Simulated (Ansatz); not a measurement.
# Strain response of MoSe₂

Theory: DFT PBE, scalar-relativistic, plane waves, PAW (Ansatz 0.2.0). Settings: 420 eV cutoff, 9×9×2 k-mesh, Gaussian smearing of 0.02 eV, no spin polarisation.

The relaxed crystal:

```yaml
crystal:
  lattice:
    - [3.32091, 0.00000, 0.00000]
    - [-1.66046, 2.87600, 0.00000]
    - [0.00000, 0.00000, 14.82939]
  atoms:
    - { symbol: Mo, position: [0.66667, 0.33333, 0.75000] }
    - { symbol: Mo, position: [0.33333, 0.66667, 0.25000] }
    - { symbol: Se, position: [0.33333, 0.66667, 0.86253] }
    - { symbol: Se, position: [0.66667, 0.33333, 0.36253] }
    - { symbol: Se, position: [0.33333, 0.66667, 0.63747] }
    - { symbol: Se, position: [0.66667, 0.33333, 0.13747] }
```

Deformation: all cell vectors scaled alike, the atoms relaxed, all within the symmetry that the strain leaves. Energies are extrapolated to zero smearing. Gaps are Kohn–Sham gaps over the whole zone.

| strain (%) | ΔE (meV/atom) | a (Å) | b (Å) | c (Å) | gap (eV) |
| --- | --- | --- | --- | --- | --- |
| -4.5 | 61.5 | 3.171 | 3.171 | 14.162 | 0.99 |
| -3.0 | 26.4 | 3.221 | 3.221 | 14.385 | 1.13 |
| -1.5 | 6.4 | 3.271 | 3.271 | 14.607 | 1.26 |
| +0.0 | 0.0 | 3.321 | 3.321 | 14.829 | 1.38 |
| +1.5 | 5.8 | 3.371 | 3.371 | 15.052 | 1.16 |
| +3.0 | 22.8 | 3.421 | 3.421 | 15.274 | 0.91 |
| +4.5 | 49.9 | 3.470 | 3.470 | 15.497 | 0.69 |

Question: What stiffness (1/V) d²E/dε² at zero strain does a cubic fit over all points give?

Answer: A cubic fit gives (1/V) d²E/dε² = 374 GPa at zero strain (nine times the bulk modulus at fixed shape).

Question: How fast does the gap move with strain on either side?

Answer: 79 meV per percent on the compressed side and -151 meV per percent on the stretched side; it is indirect at -1.5 %, indirect at zero and indirect at +1.5 %.